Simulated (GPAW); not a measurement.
Wanted: an ASE script for a GPAW 26.7.0 run.

```yaml
Task: relaxation of cell and atoms
Functional: revPBE
Potentials_or_basis: the program's PAW data sets (release 1.2.1) made for this functional
Cutoff: 600 eV
Basis: pw
k_mesh: 10 × 10 × 8
Occupations: fermi-dirac, width 0.05 eV
Spin: no spin polarisation
Maxiter: 150
Optimizer: LBFGS
Fmax: 0.02 eV/Å
Max_steps: 100
Convergence: density=1e-05 forces=0.0001
```

Crystal: MoP.

```
CELL_PARAMETERS angstrom
3.22300 0.00000 0.00000
-1.61150 2.79120 0.00000
0.00000 0.00000 3.19100
ATOMIC_POSITIONS crystal
Mo 0.00000 0.00000 0.00000
P 0.33333 0.66667 0.50000
```

These files were run (other wordings do the same):

run.py

```python
from ase import Atoms
from ase.filters import FrechetCellFilter
from ase.io import write
from ase.optimize import LBFGS
from gpaw import GPAW, PW

atoms = Atoms(['Mo', 'P'],
              cell=[[3.223, 0.0, 0.0],
                    [-1.6115, 2.7911998764, 0.0],
                    [0.0, 0.0, 3.191]],
              scaled_positions=[[0.0, 0.0, 0.0],
                                [0.3333333333, 0.6666666667, 0.5]],
              pbc=True)

calc = GPAW(mode=PW(600),
            xc='revPBE',
            kpts={'size': (10, 10, 8), 'gamma': True},
            occupations={'name': 'fermi-dirac', 'width': 0.05},
            nbands=20,
            convergence={'density': 1e-05, 'forces': 0.0001},
            maxiter=150,
            txt='gpaw.txt')
atoms.calc = calc
opt = LBFGS(FrechetCellFilter(atoms), trajectory='relax.traj', logfile='-')
done = opt.run(fmax=0.02, steps=100)
calc.write('gs.gpw')
write('result.traj', atoms)
print('Converged:', done)
print('Cell:', atoms.cell.cellpar().round(4))
print('Volume:', round(atoms.get_volume(), 4))
print(atoms.get_scaled_positions().round(5))
```

Potentials or basis: the program's PAW data sets (release 1.2.1) made for this functional, pw.

Run with:

```sh
$ OMP_NUM_THREADS=1 python run.py
```

It gave:

| Item | Value |
| --- | --- |
| Relaxed volume | 14.71 Å³/atom |
| Relaxed cell | a = 3.255 Å, b = 3.255 Å, c = 3.205 Å, α = 90.00°, β = 90.00°, γ = 120.00° |
| Space group after relaxing (to 0.05 Å) | P-6m2 (No. 187) |
| Energy gained by relaxing | 5.8 meV/atom |
| Ionic steps | 6 |
| Pressure after relaxing | 0.0 GPa |
| Band gap on the k mesh | none (metal or under the smearing width) |

Caveat: later steps reuse the first step's grids.

It took 100 s on 1 thread of Arm Neoverse V1, on a shared host, peak memory 0.26 GiB.
